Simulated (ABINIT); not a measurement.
ZrB2:

```
Zr B
1.0
     3.17000    0.00000    0.00000
    -1.58500    2.74530    0.00000
     0.00000    0.00000    3.53300
Zr B
1 2
Direct
  0.00000 0.00000 0.00000
  0.66667 0.33333 0.50000
  0.33333 0.66667 0.50000
```

Base run:

- Program: ABINIT 10.8.3 (patched build)
- Functional: BLYP
- Potentials or basis: JTH PAW PBE v2.0
- Cutoff: 544 eV
- k mesh: 10 × 10 × 8
- Occupations: fermi-dirac, width 0.05 eV
- Spin: no spin polarisation

Its results: band gap on the k mesh none (metal or under the smearing width); pressure 7.0 GPa.

After a change of settings the same cell gave: band gap on the k mesh none (metal or under the smearing width); pressure -4.2 GPa. Which change was it?
A. functional from BLYP to RPBE
B. functional from BLYP to r2SCAN
C. functional from BLYP to PBEsol
D. functional from BLYP to r2SCAN; potentials or basis from JTH PAW PBE v2.0 to PseudoDojo NC SR PBE v0.4.1 standard; cutoff from 544 eV to 1252 eV

C.

PBEsol binds more tightly than BLYP, so the same cell stands under less pressure.

Caveats: the PAW data sets were made with another functional, which shifts forces and pressure a little.

Runs at the PBE level aren't shown here.
